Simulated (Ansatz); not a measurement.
A surface is cut from this relaxed crystal of GaN:

Space group F-43m (No. 216). a = 4.548 Å, b = 4.548 Å, c = 4.548 Å, α = 90.00°, β = 90.00°, γ = 90.00°
```json
{"atom": "Ga", "site": "4a", "symmetry": "-43m", "x": "0.0000", "y": "0.0000", "z": "0.0000"}
{"atom": "N", "site": "4c", "symmetry": "-43m", "x": "0.2500", "y": "0.2500", "z": "0.2500"}
```

Miller indices refer to the conventional cell of F-43m (No. 216), a = 4.548 Å, b = 4.548 Å, c = 4.548 Å, α = 90.00°, β = 90.00°, γ = 90.00°. The bulk's gap is 1.54 eV.

The (110) slab of 7 planes, 9.6 Å thick with 15 Å of vacuum as cut; outer planes GaN (top) and GaN (bottom).

Level of theory: Ansatz 0.2.0, DFT PBE, scalar-relativistic, plane waves, PAW. Plane waves to 420 eV, a k mesh through Γ of 8×6×1 on the computed 14-atom cell and Gaussian smearing (0.05 eV); no spin polarisation. A dipole correction removes the field between periodic images along c.

Results for the relaxed slab:

* Surface energy (mean of both faces): 1.70 J/m²
* Gap of the slab on the mesh: 1.43 eV
* Bulk valence band top under the vacuum level: 5.94 eV
* Bulk conduction band bottom under the vacuum level: 4.40 eV

Relaxation lowers the energy by 0.504 J/m² a face; the largest move is 0.285 Å.

```json
{"plane (bottom to top)": "1", "atoms": "GaN", "spacing to next, bulk (Å)": "1.608", "relaxed (Å)": "1.487", "change (%)": "-7.5", "rumpling (Å)": "0.240"}
{"plane (bottom to top)": "2", "atoms": "GaN", "spacing to next, bulk (Å)": "1.608", "relaxed (Å)": "1.643", "change (%)": "+2.2", "rumpling (Å)": "0.037"}
{"plane (bottom to top)": "3", "atoms": "GaN", "spacing to next, bulk (Å)": "1.608", "relaxed (Å)": "1.604", "change (%)": "-0.2", "rumpling (Å)": "0.018"}
{"plane (bottom to top)": "4", "atoms": "GaN", "spacing to next, bulk (Å)": "1.608", "relaxed (Å)": "1.604", "change (%)": "-0.2", "rumpling (Å)": "0.000"}
{"plane (bottom to top)": "5", "atoms": "GaN", "spacing to next, bulk (Å)": "1.608", "relaxed (Å)": "1.643", "change (%)": "+2.2", "rumpling (Å)": "0.018"}
{"plane (bottom to top)": "6", "atoms": "GaN", "spacing to next, bulk (Å)": "1.608", "relaxed (Å)": "1.487", "change (%)": "-7.5", "rumpling (Å)": "0.037"}
{"plane (bottom to top)": "7", "atoms": "GaN", "spacing to next, bulk (Å)": "", "relaxed (Å)": "", "change (%)": "", "rumpling (Å)": "0.240"}
```

Gaps are read on the k points sampled, so a band crossing between them can be missed.

The reference crystal is the zinc-blende form of GaN, which isn't its usual structure.